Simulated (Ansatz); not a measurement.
CdSe:

```
Cd Se
1.0
     0.00000    2.87396    2.87396
     2.87396    0.00000    2.87396
     2.87396    2.87396    0.00000
Cd Se
1 1
Direct
  0.00000 0.00000 0.00000
  0.50000 0.50000 0.50000
```

Measurements of this composition are mostly on another form, of space group No. 186.

```yaml
Program: Ansatz 0.2.0
Task: relaxation of cell and atoms
Functional: PBEsol
Dispersion: D3(BJ)
Potentials_or_basis: Ansatz PAW
Cutoff: "420 eV (not typed: the program's choice for these potentials)"
k_mesh: 8 × 8 × 8
Occupations: fermi-dirac, width 0.05 eV
Spin: no spin polarisation
```

At the start: volume 23.74 Å³/atom.

Task: Where does the relaxation end?

Result: It ends after 5 steps and the volume is 21.48 Å³/atom (-9.5 %); space group Fm-3m (No. 225, to 0.05 Å).

Step by step:
```csv
step,energy change (eV),largest force (eV/Å),volume (Å³)
1,0.0000,0.0000,47.48
2,-0.0711,0.0000,40.87
3,-0.0965,0.0000,43.37
4,-0.0977,0.0000,42.96
5,-0.0968,0.0000,42.96
```

Final structure:
```
CELL_PARAMETERS angstrom
0.00000 2.77969 2.77969
2.77969 0.00000 2.77969
2.77969 2.77969 0.00000
ATOMIC_POSITIONS crystal
Cd 0.00000 0.00000 0.00000
Se 0.50000 0.50000 0.50000
```

Caveat: the plane-wave basis is chosen anew once the cell has moved, so the energies of steps on either side of that aren't comparable; pairwise dispersion overbinds metals, which lowers pressure and volume; the PAW data sets come from PBE, with cores solved anew for the run's functional, which leaves a small shift of forces and pressure.
